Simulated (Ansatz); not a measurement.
BN:

```
CELL_PARAMETERS angstrom
2.50804 0.00000 0.00000
-1.24671 2.17623 0.00000
-0.63067 -1.08812 3.02254
ATOMIC_POSITIONS crystal
N 0.66851 0.33238 0.98500
B 0.97964 0.98350 0.00181
```

The cell comes from a database or a generator and needn't be the stable form of this composition.

Base run:

- Program: Ansatz 0.2.0
- Functional: PBEsol
- Potentials or basis: all-electron LAPW, scalar-relativistic
- Cutoff: 559 eV (chosen from the basis error)
- Basis error allowed: 0.001 eV/atom
- k mesh: 13 × 13 × 9
- Occupations: fermi-dirac, width 0.05 eV
- Spin: no spin polarisation

Its results: band gap on the k mesh 2.71 eV, indirect (least direct gap 4.47 eV); pressure 1.6 GPa; largest force 2.740 eV/Å.

Problem. The run is repeated on the same cell with these changes: functional from PBEsol to LDA. What comes out?

Solution. Band gap on the k mesh 2.64 eV, indirect (least direct gap 4.40 eV); pressure -3.8 GPa; largest force 2.709 eV/Å.

LDA binds more tightly than PBEsol, so the same cell stands under less pressure.

Caveats: forces of over 1 eV/Å show positions far from the minimum, so gaps and moduli don't describe the material at rest.

A k mesh can miss the band edges.
